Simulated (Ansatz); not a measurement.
TaN, DFT, PBE, PAW with Ansatz's default frozen-core files, scalar-relativistic (Ansatz 0.2.0), run on 1 thread of Arm Neoverse V1 on a shared host.

The cell is a database entry far from equilibrium at this level of theory, probably a faulty or high-pressure entry; it serves as a test geometry alone. The listed cell was then made from it by scaling, straining or moving an atom.

Command: `ansatz run input.yaml --threads 1 --pin off --max-ram 4096MiB --backend cpu --events-out ev --progress --plain --runs-dir out`

```yaml
crystal:
  lattice:
    - [3.0500010905, 0.0, 0.0]
    - [-1.5250005453, 2.641378426, 0.0]
    - [0.0, 0.0, 4.8412]
  atoms:
    - { symbol: Ta, position: [0.3333333333, 0.6666666667, 0.0] }
    - { symbol: Ta, position: [0.6666666667, 0.3333333333, 0.5] }
    - { symbol: "N", position: [0.3333333333, 0.6666666667, 0.385] }
    - { symbol: "N", position: [0.6666666667, 0.3333333333, 0.885] }
kpoints:
  mp_grid: { grid: [9, 9, 5] }
scf:
  occupations: { method: fermi_dirac, width: 0.01 }
hamiltonian:
  xc: pbe
  pseudopotentials: { kind: paw }
output:
  forces: true
  stress: true
  eigenvalues: true
  efg: { contact_densities: true }
```

Q: How large is the problem that the program sets up?

A: 36 irreducible k-points, 761 plane waves at Γ, 22 bands.

Q: About how long does it take, and how much memory does it use?

A: 4.9 s of wall time for 7 SCF iterations, with a peak of 0.37 GiB. Times on shared machines scatter by tens of per cent.

Q: And the same cell and mesh by all-electron PAW (datasets made for this crystal), asked for forces, stress, eigenvalues, efg, on the same hardware?

A: 49 s, peak memory 0.86 GiB.
